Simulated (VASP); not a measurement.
Set up this calculation in VASP 6.6.1, as the native input.

```yaml
Task: relaxation of cell and atoms
Functional: PBE
Dispersion: D3(BJ)
Potentials_or_basis: VASP PAW PBE potentials, release 64 (Si)
Cutoff: 600 eV
k_mesh: 10 × 10 × 10
Occupations: gaussian, width 0.03 eV
Spin: no spin polarisation
Further_INCAR_settings: ALGO = Normal; EDIFF = 1e-07; IBRION = 2; EDIFFG = -0.005; NSW = 90; ISIF = 3
```

The structure of Si lies in POSCAR:

```
Si                                      
1.0
    0.0000000000      2.7099303269      2.7099303269
    2.7099303269      0.0000000000      2.7099303269
    2.7099303269      2.7099303269      0.0000000000
  Si            
     2
Direct
     0.7500000000000000    0.7500000000000000    0.7500000000000000
     0.5000000000000000    0.5000000000000000    0.5000000000000000
```

These files were run (other wordings do the same):

INCAR

```
PREC = Accurate
ENCUT = 600
EDIFF = 1E-7
ISMEAR = 0
SIGMA = 0.03
LREAL = F
LASPH = T
NELM = 80
ALGO = Normal
ISIF = 3
LWAVE = F
LCHARG = F
GGA = PE
IVDW = 12
IBRION = 2
NSW = 90
EDIFFG = -0.005
```

KPOINTS

```
Automatic mesh
0
Gamma
  10 10 10
```

Potentials or basis: VASP PAW PBE potentials, release 64 (Si).

Command:

```sh
$ cat potpaw_PBE.64/Si/POTCAR > POTCAR
$ mpirun -np 1 vasp_std > vasp.out
```

It gave:

```
Pressure after relaxing    : 0.0 GPa
Band gap on the k mesh     : 0.57 eV, indirect (least direct gap 2.57 eV)
Dispersion energy per atom : -0.316 eV
```

Caveat: the relaxation stopped at its first step, so nothing moved.

It took 20 s on 1 thread of Intel(R) Xeon(R) Platinum 8375C CPU @ 2.90GHz (Ice Lake) (shared host), peak memory 0.17 GiB.
